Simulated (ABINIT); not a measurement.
**A GW run on AlN (P6_3mc) in ABINIT, with inputs changed**

Aim: change inputs of a GW run on AlN (P6_3mc) and see what moves.

Main program and level: ABINIT 10.8.3; PBE and many-body steps on it, plane waves.

The database entry behind the starting cell differs from later determinations by our own check (inner coordinate u about 0.002 short), so it need not match the best structure at ambient conditions.

### Step 1. Starting point

Symmetry: P6_3mc, No. 186, hexagonal system. Conventional cell: a = 3.113 Å, b = 3.113 Å, c = 4.981 Å, α = 90.00°, β = 90.00°, γ = 120.00°. Al has 4 N at 1.89 Å nearest. Nearest to N lie 4 Al at 1.89 Å. Farther neighbours and most contacts between anions are not listed.

The cell and positions come from the Crystallography Open Database and are kept as given unless a step says otherwise.

### Step 2. Screening, 6×6×4 mesh, 182 bands, screening to 228.6 eV

This step: ABINIT 10.8.3; RPA screening on PBE, plane waves, norm-conserving pseudopotentials.

The RPA dielectric matrix is built and inverted for each q.

Contents of run.abi:

```
acell 3*1.0 Angstrom
rprim 
  3.113000000011 -0.000000000003 0.000000000000
  -1.556500000003 2.695937081992 0.000000000000
  0.000000000000 0.000000000000 4.981000000000
ntypat 2
znucl 13 7
natom 4
typat 1 1 2 2
xred 
  0.333333333333 0.666666666667 0.000000000000
  0.666666666667 0.333333333333 0.500000000000
  0.333333333333 0.666666666667 0.380000000000
  0.666666666667 0.333333333333 0.880000000000
pp_dirpath "pseudos"
pseudos "Al.upf, N.upf"
ecut 36
ngkpt 6 6 4
nshiftk 1
shiftk 0 0 0
kptopt 1
chksymbreak 0
istwfk *1
occopt 1
irdwfk 1
optdriver 3
nband 182
ecuteps 8.4
inclvkb 2
awtr 1
symchi 1
indata_prefix "in"
outdata_prefix "out"
tmpdata_prefix "tmp"
```

The run is started by

```bash
$ OMP_NUM_THREADS=1 mpirun -n 8 abinit run.abi > log
```

The program printed:

```text
.Version 10.8.3 of ABINIT. v10.8.2 released Aug 2026.

 Symmetries : space group P6_3 m c (#186); Bravais hP (primitive hexag.)
[... echo of the input left out ...]
== DATASET  1 ==================================================================
-   mpi_nproc: 8, omp_nthreads: 1 (-1 if OMP is not activated)

--- !DatasetInfo
iteration_state: {dtset: 1, }
dimensions: {natom: 4, nkpt: 21, mband: 182, nsppol: 1, nspinor: 1, nspden: 1, mpw: 2934, }
cutoff_energies: {ecut:  36.0, pawecutdg:  -1.0, }
electrons: {nelect:   1.60000000E+01, charge:   0.00000000E+00, occopt:   1.00000000E+00, tsmear:   1.00000000E-02, }

 SCREENING: Calculation of the susceptibility and dielectric matrices

 Based on a program developped by R.W. Godby, V. Olevano, G. Onida, and L. Reining.
 Incorporated in ABINIT by V. Olevano, G.-M. Rignanese, and M. Torrent.
.Using double precision arithmetic ; gwpc =  8

[... cell and pseudopotentials left out ...]
--------------------------------------------------------------------------------

 ==== K-mesh for the wavefunctions ====
 Number of points in the irreducible wedge :    21
[... list of points left out ...]
 Together with 12 symmetry operations and time-reversal symmetry
 yields   144 points in the full Brillouin Zone.

 ==== Q-mesh for the screening function ====
 Number of points in the irreducible wedge :    21
[... list of points left out ...]
 Together with 12 symmetry operations and time-reversal symmetry
 yields   144 points in the full Brillouin Zone.

 setmesh: FFT mesh size selected  =    24x   24x   40
          total number of points  =        23040

 vcoul_init : cutoff-mode = AUXILIARY_FUNCTION
 q-points for optical limit:   1
     1)      0.000010    0.000020    0.000030

- screening: taking advantage of time-reversal symmetry
- Maximum band index for partially occupied states nbvw = 8
- Remaining bands to be divided among processors   nbcw = 174
- Number of bands treated by each node ~21

 Number of electrons calculated from density =   16.0000; Expected =   16.0000
 average of density, n =  0.056718
 r_s =    1.6146
 omega_plasma =   22.9728 [eV]

 calculating chi0 at frequencies [eV] :
  1    0.000000E+00    0.000000E+00
  2    0.000000E+00    2.297283E+01

--------------------------------------------------------------------------------
  q-point number  1        q = ( 0.000000, 0.000000, 0.000000) [r.l.u.]
--------------------------------------------------------------------------------
[... chi0 elements left out ...]
 For q-point:  0.000010 0.000020 0.000030
  dielectric constant =   4.2128
  dielectric constant without local fields =   4.6425

  Average fulfillment of the sum rule on Im[epsilon] for q-point    1 :     89.87  [%]
[... wings left out ...]
  q-point number  2        q = ( 0.166667, 0.000000, 0.000000) [r.l.u.]
--------------------------------------------------------------------------------
[... chi0 elements left out ...]
  Average fulfillment of the sum rule on Im[epsilon] for q-point    2 :     94.40  [%]

 [... 19 further q-points ...]
```

It took 6 min on 8 MPI ranks of Arm Neoverse N1, shared host; peak memory 2.7 GiB; 48 min of CPU time.

This step gave:

| Quantity | Value |
| --- | --- |
| ε∞ with local fields, on this mesh, along the program's q direction | 4.213 |
| the same without local fields | 4.643 |
| plasma frequency | 22.97 eV |
| plane waves in the screening matrix | 313 |

Local fields lower ε∞ by 9 %.

### Step 3. Base

The self-energy is evaluated for the states that the input lists, and the levels follow from it, in one-shot runs by the linearised quasiparticle equation.

This step: G0W0 on PBE, plane waves, norm-conserving pseudopotentials.

run.abi, as its differences from that of step 2:

```diff
@@ -25,8 +25,15 @@
 irdwfk 1
-optdriver 3
+optdriver 4
 nband 182
+gwcalctyp 0
+ecutsigx 36
+symsigma 1
+nkptgw 1
+kptgw 
+  0.0000000000 0.0000000000 0.0000000000
+bdgw 
+  6 10
 ecuteps 8.4
-inclvkb 2
-awtr 1
-symchi 1
+irdscr 1
+ppmodel 1
 indata_prefix "in"
```

The program printed:

```text
.Version 10.8.3 of ABINIT. v10.8.2 released Aug 2026.

 Symmetries : space group P6_3 m c (#186); Bravais hP (primitive hexag.)
[... echo of the input left out ...]
== DATASET  1 ==================================================================
-   mpi_nproc: 8, omp_nthreads: 1 (-1 if OMP is not activated)

--- !DatasetInfo
iteration_state: {dtset: 1, }
dimensions: {natom: 4, nkpt: 21, mband: 182, nsppol: 1, nspinor: 1, nspden: 1, mpw: 2934, }
cutoff_energies: {ecut:  36.0, pawecutdg:  -1.0, }
electrons: {nelect:   1.60000000E+01, charge:   0.00000000E+00, occopt:   1.00000000E+00, tsmear:   1.00000000E-02, }

 SIGMA: Calculation of the GW corrections

 Based on a program developped by R.W. Godby, V. Olevano, G. Onida, and L. Reining.
 Incorporated in ABINIT by V. Olevano, G.-M. Rignanese, and M. Torrent.
.Using double precision arithmetic ; gwpc =  8

[... cell and pseudopotentials left out ...]
--------------------------------------------------------------------------------

 ==== K-mesh for the wavefunctions ====
 Number of points in the irreducible wedge :    21
[... list of points left out ...]
 Together with 12 symmetry operations and time-reversal symmetry
 yields   144 points in the full Brillouin Zone.

 ==== Q-mesh for screening function ====
 Number of points in the irreducible wedge :    21
[... list of points left out ...]
 Together with 12 symmetry operations and time-reversal symmetry
 yields   144 points in the full Brillouin Zone.

 vcoul_init : cutoff-mode = AUXILIARY_FUNCTION
 q-points for optical limit:   1
     1)      0.000010    0.000020    0.000030
 setmesh: FFT mesh size selected  =    27x   27x   54
          total number of points  =        39366

 Number of electrons calculated from density =   16.0000; Expected =   16.0000
 average of density, n =  0.056718
 r_s =    1.6146
 omega_plasma =   22.9728 [eV]

 === KS Band Gaps ===
  >>>> For spin  1
   Minimum direct gap =   4.2205 [eV], located at k-point      :   0.0000  0.0000  0.0000
   Fundamental gap    =   4.2205 [eV], Top of valence bands at :   0.0000  0.0000  0.0000
                                       Bottom of conduction at :   0.0000  0.0000  0.0000
 SIGMA fundamental parameters:
 PLASMON POLE MODEL  1
 number of plane-waves for SigmaX                 2863
 number of plane-waves for SigmaC and W            313
 number of plane-waves for wavefunctions          2863
 number of bands                                   182
 number of independent spin polarizations            1
 number of spinorial components                      1
 number of k-points in IBZ                          21
 number of q-points in IBZ                          21
 number of symmetry operations                      12
 number of k-points in BZ                          144
 number of q-points in BZ                          144
 number of frequencies for dSigma/dE                 9
 frequency step for dSigma/dE [eV]                0.25
 number of omega for Sigma on real axis              0
 max omega for Sigma on real axis  [eV]           0.00
 zcut for avoiding poles [eV]                     0.10

 EPSILON^-1 parameters (SCR file):
 dimension of the eps^-1 matrix on file            313
 dimension of the eps^-1 matrix used               313
 number of plane-waves for wavefunctions          2863
 number of bands                                   182
 number of q-points in IBZ                          21
 number of frequencies                               2
 number of real frequencies                          1
 number of imag frequencies                          1

 matrix elements of self-energy operator (all in [eV])

 Perturbative Calculation

--- !SelfEnergy_ee
iteration_state: {dtset: 1, }
kpoint     : [   0.000,    0.000,    0.000, ]
spin       : 1
KS_gap     :    4.220
QP_gap     :    5.615
Delta_QP_KS:    1.394
data: !SigmaeeData |
     Band     E0 <VxcDFT>   SigX SigC(E0)      Z dSigC/dE  Sig(E)    E-E0       E
        6   5.135 -16.968 -20.992   2.958   0.787  -0.271 -17.807  -0.839   4.296
        7   5.135 -16.968 -20.992   2.958   0.787  -0.271 -17.807  -0.839   4.296
        8   5.314 -17.078 -21.024   2.916   0.787  -0.271 -17.889  -0.811   4.504
        9   9.535 -12.527  -8.048  -3.764   0.817  -0.224 -11.944   0.584  10.118
       10  11.990 -10.836  -5.799  -4.284   0.827  -0.210 -10.214   0.622  12.612

== END DATASET(S) ==============================================================
================================================================================

 -outvars: echo values of variables after computation  --------
           etotal      0.0000000000E+00
            nband         182
             nkpt          21
          spgroup         186
 [... the other variables as echoed above ...]

 Calculation completed.
```

It took 24 s on 8 MPI ranks; peak memory 3 GiB.

Numbers from this step:

```yaml
g0w0_gap_on_the_points_computed: 5.614 eV
starting_gap_on_the_mesh: 4.220 eV
k_of_the_valence_top: 0, 0, 0
k_of_the_conduction_bottom: 0, 0, 0
z_at_the_valence_top: 0.787
z_at_the_conduction_bottom: 0.817
least_direct_g0w0_gap_on_the_computed_points: 5.614 eV
```

The gap on the mesh goes from 4.22 eV to 5.61 eV, a correction of +1.39 eV.

### Step 4. Coulomb singularity

run.abi, as its differences from that of step 3:

```diff
@@ -38,2 +38,3 @@
 ppmodel 1
+gw_icutcoul 7
 indata_prefix "in"
```

The program printed:

```text
.Version 10.8.3 of ABINIT. v10.8.2 released Aug 2026.

 Symmetries : space group P6_3 m c (#186); Bravais hP (primitive hexag.)
[... echo of the input left out ...]
== DATASET  1 ==================================================================
-   mpi_nproc: 8, omp_nthreads: 1 (-1 if OMP is not activated)

--- !DatasetInfo
iteration_state: {dtset: 1, }
dimensions: {natom: 4, nkpt: 21, mband: 182, nsppol: 1, nspinor: 1, nspden: 1, mpw: 2934, }
cutoff_energies: {ecut:  36.0, pawecutdg:  -1.0, }
electrons: {nelect:   1.60000000E+01, charge:   0.00000000E+00, occopt:   1.00000000E+00, tsmear:   1.00000000E-02, }

 SIGMA: Calculation of the GW corrections

 Based on a program developped by R.W. Godby, V. Olevano, G. Onida, and L. Reining.
 Incorporated in ABINIT by V. Olevano, G.-M. Rignanese, and M. Torrent.
.Using double precision arithmetic ; gwpc =  8

[... cell and pseudopotentials left out ...]
--------------------------------------------------------------------------------

 ==== K-mesh for the wavefunctions ====
 Number of points in the irreducible wedge :    21
[... list of points left out ...]
 Together with 12 symmetry operations and time-reversal symmetry
 yields   144 points in the full Brillouin Zone.

 ==== Q-mesh for screening function ====
 Number of points in the irreducible wedge :    21
[... list of points left out ...]
 Together with 12 symmetry operations and time-reversal symmetry
 yields   144 points in the full Brillouin Zone.

 vcoul_init : cutoff-mode = AUX_GB
 q-points for optical limit:   1
     1)      0.000010    0.000020    0.000030
 setmesh: FFT mesh size selected  =    27x   27x   54
          total number of points  =        39366

 Number of electrons calculated from density =   16.0000; Expected =   16.0000
[...]
number of q-points in IBZ                          21
 number of symmetry operations                      12
 number of k-points in BZ                          144
 number of q-points in BZ                          144
 number of frequencies for dSigma/dE                 9
 frequency step for dSigma/dE [eV]                0.25
 number of omega for Sigma on real axis              0
 max omega for Sigma on real axis  [eV]           0.00
 zcut for avoiding poles [eV]                     0.10

 EPSILON^-1 parameters (SCR file):
 dimension of the eps^-1 matrix on file            313
 dimension of the eps^-1 matrix used               313
 number of plane-waves for wavefunctions          2863
 number of bands                                   182
 number of q-points in IBZ                          21
 number of frequencies                               2
 number of real frequencies                          1
 number of imag frequencies                          1

 matrix elements of self-energy operator (all in [eV])

 Perturbative Calculation

--- !SelfEnergy_ee
iteration_state: {dtset: 1, }
kpoint     : [   0.000,    0.000,    0.000, ]
spin       : 1
KS_gap     :    4.220
QP_gap     :    5.615
Delta_QP_KS:    1.395
data: !SigmaeeData |
     Band     E0 <VxcDFT>   SigX SigC(E0)      Z dSigC/dE  Sig(E)    E-E0       E
        6   5.135 -16.968 -20.996   2.959   0.787  -0.271 -17.809  -0.841   4.294
        7   5.135 -16.968 -20.996   2.959   0.787  -0.271 -17.809  -0.841   4.294
        8   5.314 -17.078 -21.028   2.917   0.787  -0.271 -17.890  -0.813   4.502
        9   9.535 -12.527  -8.048  -3.766   0.817  -0.224 -11.945   0.582  10.117
       10  11.990 -10.836  -5.799  -4.286   0.827  -0.210 -10.215   0.621  12.611

== END DATASET(S) ==============================================================
================================================================================

 -outvars: echo values of variables after computation  --------
           etotal      0.0000000000E+00
            nband         182
             nkpt          21
          spgroup         186
 [... the other variables as echoed above ...]

 Calculation completed.
```

Run time: 24 s. Hardware: 8 MPI ranks; peak memory 3 GiB.

This step gave:

```
G0W0 gap on the points computed              : 5.615 eV
starting gap on the mesh                     : 4.220 eV
k of the valence top                         : 0, 0, 0
k of the conduction bottom                   : 0, 0, 0
Z at the valence top                         : 0.787
Z at the conduction bottom                   : 0.817
least direct G0W0 gap on the computed points : 5.615 eV
```

Against G0W0 in ABINIT (6×6×4 mesh, 182 bands, screening to 228.6 eV, Godby-Needs plasmon pole), the gap moves by +0.001 eV.

### Step 5. Side by side

Times are wall times on 8 MPI ranks of Arm Neoverse N1, shared host, good to a factor of about two. A run's time includes the screening step that it read.

| run | mesh | bands | screening cutoff (eV) | DFT gap (eV) | gap on the mesh (eV) | direct (eV) | ε∞ used | time |
| --- | --- | --- | --- | --- | --- | --- | --- | --- |
| base | 6×6×4 | 182 | 228.6 | 4.220 | 5.614 | 5.614 | 4.21 | 6.4 min |
| Coulomb singularity | 6×6×4 | 182 | 228.6 | 4.220 | 5.615 | 5.615 | 4.21 | 6.4 min |

### Step 6. What came out

| Quantity | Value |
| --- | --- |
| base | 5.614 eV |
| Coulomb singularity | 5.615 eV |
| known limits | not at the basis limit |

In words: Coulomb singularity: +0.001 eV against base (keys changed: gw_icutcoul). Bands and cutoff are finite, so the gap is not at the basis limit. The miss can reach some tenths of an eV and take either sign; the mesh is an error of its own. In the G0W0 runs levels were corrected at 1 k point alone, so a gap called «on the mesh» is the least over those, and an edge elsewhere would be missed.

[Paths, hosts, dates, memory and timing lines, banners, echoed tables and standing remarks are left out of the program output.]

[Logs are printed without paths, hosts, clocks, repeated set-up lines and the standing remarks that a program may print on its own settings, such as how far it seeks lower states.]

[Runs of the session that timed out or met a known fault of the program may be left out.]

[Hosts, paths, dates, database ids (printed as entryN), source tags and the programs' standing remarks are cut or masked in the printed files.]

[G0W0 gaps are taken among the corrected bands and points alone; a level outside them can change the order at an edge.]

[Where Ansatz stands beside ABINIT at settings called matched, ABINIT's density can come from a denser mesh and the files from another edition; pairs whose starting gaps differed by over 0.03 eV were left out, so agreement reads better than it is.]
